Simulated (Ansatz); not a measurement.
**CdO: levels with and without spin–orbit coupling**

```xyz
2
Lattice="0.0000 2.3481 2.3481 2.3481 0.0000 2.3481 2.3481 2.3481 0.0000" Properties=species:S:1:pos:R:3 pbc="T T T"
Cd    0.0000    0.0000    0.0000
O     2.3481    2.3481    2.3481
```

Atoms are numbered in the order listed.

The geometry is COD entry 9006671, unchecked; take it as a test cell.

Methods: DFT, PBE, all-electron LAPW, scalar-relativistic (Ansatz 0.2.0); DFT, PBE, all-electron LAPW, Dirac equation with spin-orbit coupling (Ansatz 0.2.0).

Numerical set-up: a Γ-centred 11×11×11 k mesh, Fermi–Dirac smearing of 0.01 eV, basis error target 0.5 meV/atom, no spin polarisation.

Levels between -6 and 4 eV, each run counted from its own valence-band top where it has a gap, else its Fermi level. Scalar levels are listed once for both spins; with the coupling every spinor state is counted. Levels near the edges of the range can cross them.

**Question.** At Γ (0.000, 0.000, 0.000) the scalar-relativistic levels are -1.37 (×3), -0.41. What are they with spin–orbit coupling?

**Answer.** -1.43 (×2), -1.36 (×4), -0.42 (×2).
